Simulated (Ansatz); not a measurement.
**Moving the functional in Cs2AgBiBr6**

```cif
data_structure
_symmetry_space_group_name_H-M 'Fm-3m'
_symmetry_Int_Tables_number 225
_cell_length_a 11.2322
_cell_length_b 11.2322
_cell_length_c 11.2322
_cell_angle_alpha 90.000
_cell_angle_beta 90.000
_cell_angle_gamma 90.000
_cell_volume 1417.08
loop_
_atom_site_label
_atom_site_type_symbol
_atom_site_symmetry_multiplicity
_atom_site_Wyckoff_symbol
_atom_site_fract_x
_atom_site_fract_y
_atom_site_fract_z
_atom_site_occupancy
Bi1 Bi 4 a 0.00000 0.00000 0.00000 1
Cs1 Cs 8 c 0.25000 0.25000 0.75000 1
Ag1 Ag 4 b 0.50000 0.00000 0.00000 1
Br1 Br 24 e 0.00000 0.00000 0.74945 1
```

The cell comes from a database or a generator and needn't be the form met in nature.

Kept alike: task projected density of states; k mesh 4 × 4 × 4; occupations fermi-dirac, width 0.05 eV; no spin polarisation. Program: Ansatz, Ansatz PAW. Cutoffs run from 420 to 500 eV. The mesh is that of the run's cell of 10 atoms. No spin-orbit coupling.

| functional | band gap (eV) | pressure (GPa) |
| --- | --- | --- |
| BLYP | 1.288 | 3.73 |
| LDA | 1.102 | -1.45 |
| PBE | 1.264 | 1.87 |
| PBEsol | 1.169 | -0.02 |
| RPBE | 1.343 | 3.53 |
| r2SCAN | 1.665 | 1.01 |
| revPBE | 1.321 | 3.13 |

Pressure is positive in compression, with a Pulay correction for the finite cutoff. Spin-orbit coupling, left out here, moves the band edges of heavy atoms and can close or invert small gaps. A gap read on the mesh alone can miss an edge between its points. All rows use potentials made for PBE.

Task: What does the functional change here?

Result: The band gap runs from 1.102 (LDA) to 1.665 eV (r2SCAN). From PBE: BLYP +0.024; LDA -0.162; PBEsol -0.095; RPBE +0.079; r2SCAN +0.401; revPBE +0.057. The pressure runs from -1.45 (LDA) to 3.73 GPa (BLYP). From PBE: BLYP +1.86; LDA -3.32; PBEsol -1.89; RPBE +1.66; r2SCAN -0.86; revPBE +1.26.
